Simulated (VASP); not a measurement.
# GeSe: convergence, ionisation energy of a molecule

GeSe, molecule in box, 2 atoms in the cell. RPBE; PAW potentials Ge_d, Se (PBE set). VASP 6.6.1.

Wanted: vertical ionisation energy within 0.03 eV.

Starting geometry: molecule relaxed first with the same functional.

POSCAR of the starting run:
```
GeSe
1.0
   12.1700000000      0.0000000000      0.0000000000
    0.0000000000     12.1700000000      0.0000000000
    0.0000000000      0.0000000000     12.1700000000
Ge Se
1 1
Direct
    0.4999999997      0.4999999999      0.4109145229
    0.5000000003      0.5000000001      0.5890854771
```

The series start from vacuum between images (Å): 10; correction: IDIPOL 4 with LDIPOL; Cutoff ENCUT (eV): 400; SCF threshold EDIFF (eV): 1e-6; PREC: Accurate; NCORE: 1. Each series keeps the choices made before it, and each single choice may use up half of a tolerance. Times cover all steps of a run.

## Vacuum between images (Å)

| Vacuum between images (Å) | Vertical ionisation energy (eV) | Time (s) |
|---|---|---|
| 6 | 9.613 | 101 |
| 8 | 9.586 | 173 |
| 10 | 9.583 | 269 |
| 16 (reference) | 9.583 | 705 |

## Correction

| Correction | Vertical ionisation energy (eV) | Time (s) |
|---|---|---|
| IDIPOL 4 with LDIPOL | 9.586 | 173 |
| IDIPOL 4 alone | 9.587 | 171 |
| LMONO | 9.329 | 166 |
| kernel truncation, coarsened | 9.586 | 239 |

## Cutoff ENCUT (eV)

| Cutoff ENCUT (eV) | Vertical ionisation energy (eV) | Time (s) |
|---|---|---|
| 310 | 9.586 | 108 |
| 360 | 9.586 | 124 |
| 400 | 9.586 | 173 |
| 550 (reference) | 9.586 | 220 |

## SCF threshold EDIFF (eV)

| SCF threshold EDIFF (eV) | Vertical ionisation energy (eV) | Time (s) |
|---|---|---|
| 0.0001 | 9.586 | 80 |
| 1e-5 | 9.586 | 83 |
| 1e-6 | 9.586 | 108 |
| 1e-7 (reference) | 9.586 | 155 |

## PREC

| PREC | Vertical ionisation energy (eV) | Time (s) |
|---|---|---|
| Accurate | 9.586 | 80 |
| Normal | 9.586 | 47 |

## NCORE

| NCORE | Vertical ionisation energy (eV) | Time (s) |
|---|---|---|
| 1 | 9.586 | 47 |
| 2 | 9.586 | 52 |
| 4 | 9.586 | 62 |

## Question

The rows run from the loosest to the tightest (no order: correction, PREC, NCORE). For each series: choose the loosest value from which every tighter one stays within half of the tolerance; where there is no order, keep the first row unless others stay within half of the tolerance and take at least 30 % less time, and then take the fastest.

## Answer

- vacuum between images (Å): 8
- correction: IDIPOL 4 with LDIPOL
- Cutoff ENCUT (eV): 310
- SCF threshold EDIFF (eV): 0.0001
- PREC: Normal
- NCORE: 1

## All choices together

| Input | Vertical ionisation energy (eV) | Time (s) |
|---|---|---|
| no correction for the charge (naive) | 7.755 | 215 |
| chosen settings | 9.586 | 47 |
| reference settings throughout | 9.583 | 1325 |

The tolerance is met.

## The input

INCAR.step1:
```
SYSTEM = GeSe
PREC     = Normal         ! precision mode
ENCUT    = 310            ! plane-wave cutoff, eV
EDIFF    = 1E-4           ! SCF threshold, eV
ISMEAR   = 0              ! smearing method
SIGMA    = 0.01           ! smearing width, eV
LREAL    = .FALSE.        ! projectors in reciprocal space
LASPH    = .TRUE.         ! aspherical terms in the spheres
ALGO     = All            ! electronic algorithm
NELM     = 120            ! most SCF steps
LWAVE    = .FALSE.        ! write WAVECAR
LCHARG   = .FALSE.        ! write CHGCAR
GGA      = RP             ! functional
ISYM     = 0            
ISEARCH  = 1            
IDIPOL   = 4            
DIPOL    = 0.5 0.5 0.5  
LDIPOL   = .TRUE.        
```

INCAR.step2, as INCAR.step1 but for:
```
- NELM = 120
+ NELM = 200
+ ISPIN = 2
+ MAGMOM = 0.50 0.50
+ NUPDOWN = 1
+ NELECT = 19.0
```

KPOINTS:
```
Automatic mesh
0
Gamma
  1 1 1
  0 0 0
```

POSCAR:
```
GeSe
1.0
   10.1700000000      0.0000000000      0.0000000000
    0.0000000000     10.1700000000      0.0000000000
    0.0000000000      0.0000000000     10.1700000000
Ge Se
1 1
Direct
    0.4999999997      0.4999999999      0.3933952550
    0.5000000003      0.5000000001      0.6066047450
```

Commands (each step's output is kept before the next begins):
```
cat potpaw_PBE.64/Ge_d/POTCAR potpaw_PBE.64/Se/POTCAR > POTCAR
cp INCAR.step1 INCAR
mpirun -np 4 vasp_gam > vasp.out
rm WAVECAR CHG
cp INCAR.step2 INCAR
mpirun -np 4 vasp_gam > vasp.out
```

The chosen input took VASP 6.6.1 47 s on 4 cores (Intel Xeon Platinum 8375C @ 2.90GHz (Ice Lake)), a shared host.

## An input that fails: box far too small (2 A between images)

It runs to its end, but against the unchanged starting input it is off by 1.699 eV in the vertical ionisation energy.

Vacuum between images (Å): 10 becomes 2.

Changes against the starting input:
```
(POSCAR)
-   12.1700000000      0.0000000000      0.0000000000
-    0.0000000000     12.1700000000      0.0000000000
-    0.0000000000      0.0000000000     12.1700000000
+    4.1700000000      0.0000000000      0.0000000000
+    0.0000000000      4.1700000000      0.0000000000
+    0.0000000000      0.0000000000      4.1700000000
-    0.4999999997      0.4999999999      0.4109145229
-    0.5000000003      0.5000000001      0.5890854771
+    0.4999999992      0.4999999997      0.2400071327
+    0.5000000008      0.5000000003      0.7599928673
```
